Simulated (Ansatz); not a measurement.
## Ionic part of the dielectric constant of BN, mode by mode

The calculation used DFT PBE, scalar-relativistic, plane waves, PAW in Ansatz. Cutoff 420 eV, 12×12×12 k-points (Γ-centred), fixed occupations. No spin polarisation. Phonons by linear response, acoustic sum rule imposed.

Symmetry: F-43m, No. 216, cubic system. The conventional cell has a = 3.625 Å, b = 3.625 Å, c = 3.625 Å, α = 90.00°, β = 90.00°, γ = 90.00°. B (site symmetry -43m) is surrounded by 4 N at 1.57 Å. N (site symmetry -43m) is surrounded by 4 B at 1.57 Å.

The primitive cell has V = 11.91 Å³ and ε∞,xx = 4.614. Each polar mode adds Δε = (4.92064×10⁷/V)·S/ν² along x, with S its oscillator strength in e²/amu, ν in cm⁻¹ and V in Å³.

Task: From these modes, find each Δε and ε0,xx.
```csv
ν (cm⁻¹),S_xx (e²/amu)
1026.5,0.6006
```

Result:
```csv
ν (cm⁻¹),Δε
1026.5,2.36
```

The sum is 2.356, so ε0,xx = 6.97; the run's tensor has 6.97.

Task: Where do the longitudinal modes lie for a wave vector along x?

Result: At 1262 cm⁻¹. The Lyddane–Sachs–Teller product Π(ν_LO/ν_TO)² = 1.51 matches ε0/ε∞ = 1.51.

Cost: 1 run of about 0.21 core-minutes, on Intel Xeon Platinum 8259CL (Skylake/Cascade Lake) (shared hosts).

Lattice polarisation adds 2.36 to an electronic permittivity of 4.614, so electrons supply most of the static screening in zincblende BN even though the bond is clearly polar. The whole ionic part comes from the one triply degenerate optical mode, in which the B and N sublattices move against each other. Charge transfer towards the more electronegative N gives this motion a sizeable dipole, and the small reduced mass raises its oscillator strength further. The short, strong sp³ bonds work the other way: they make the lattice stiff, so a static field displaces the ions only slightly. The light mass raises strength and squared frequency alike and cancels from Δε, leaving effective charge against force constant as the real balance.

The same dipole produces the macroscopic field that lifts the longitudinal branch from 1026.5 to 1262 cm⁻¹. With a single polar mode, the Lyddane–Sachs–Teller agreement confirms internal consistency, not the accuracy of either permittivity against experiment.
